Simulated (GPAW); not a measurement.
# ZnO (zincite): band structure with RPBE

**What was measured.**

From “Electronic structure of alkaline earth and post-transition metal oxides”, 2009, arxiv:0908.1581, for a bulk crystal of ZnO: band gap 3.37 eV.

Crystal: ZnO (zincite).

```
Zn O
1.0
     3.24931    0.00000    0.00000
    -1.62465    2.81398    0.00000
     0.00000    0.00000    5.20571
Zn O
2 2
Direct
  0.66667 0.33333 0.00000
  0.33333 0.66667 0.50000
  0.33333 0.66667 0.87901
  0.66667 0.33333 0.37901
```

- Program: GPAW 26.7.0
- Task: band structure
- Functional: RPBE
- Potentials or basis: the program's PAW data sets (release 1.2.1) made for this functional
- Cutoff: 800 eV
- Basis: pw
- k mesh: 9 × 9 × 5
- Occupations: fermi-dirac, width 0.05 eV
- Spin: no spin polarisation
- Maxiter: 150
- Band path: GMKGALHA,LM,KH
- Band points: 60

```
Pressure                : 10.6 GPa
Largest force           : 0.083 eV/Å
Band gap on the k mesh  : 0.90 eV, direct
Band gap along the path : 0.90 eV, direct
```

Forces on the atoms (eV/Å):
```
Zn   0.000  0.000 -0.083
Zn   0.000  0.000 -0.083
O    0.000  0.000  0.083
O    0.000  0.000  0.083
```

Stress tensor (GPa, compression positive):
```
10.07  0.00  0.00
 0.00 10.07  0.00
 0.00  0.00 11.73
```

Levels at the corners of the path, in eV from the valence-band top:
```csv
point,band 15,band 16,band 17,band 18,band 19,band 20
Γ,-0.81,-0.07,0.00,0.00,0.90,5.33
M,-2.80,-2.26,-1.26,-0.82,5.87,7.00
K,-3.49,-1.90,-1.90,-1.69,7.78,7.78
Γ,-0.81,-0.07,0.00,0.00,0.90,5.33
A,-0.40,-0.40,-0.40,-0.40,3.56,3.56
L,-1.50,-1.50,-1.34,-1.34,5.84,5.84
H,-2.65,-2.65,-1.22,-1.22,8.12,8.12
A,-0.40,-0.40,-0.40,-0.40,3.56,3.56
L,-1.50,-1.50,-1.34,-1.34,5.84,5.84
M,-2.80,-2.26,-1.26,-0.82,5.87,7.00
K,-3.49,-1.90,-1.90,-1.69,7.78,7.78
H,-2.65,-2.65,-1.22,-1.22,8.12,8.12
```

Run time: 2.5 min on 1 thread of Arm Neoverse V2, on a shared host, peak memory 0.43 GiB.

A measured gap of ZnO is 3.37 eV (quoted in “Electronic structure of alkaline earth and post-transition metal oxides”, 2009, arxiv:0908.1581); the calculated 0.90 eV misses it by -2.47 eV. So large a miss can be the level of theory's own, or it may mean another phase, state or a wrong row. The value is that of RPBE, without temperature or zero-point motion. Semilocal functionals fall short of measured gaps as a rule.
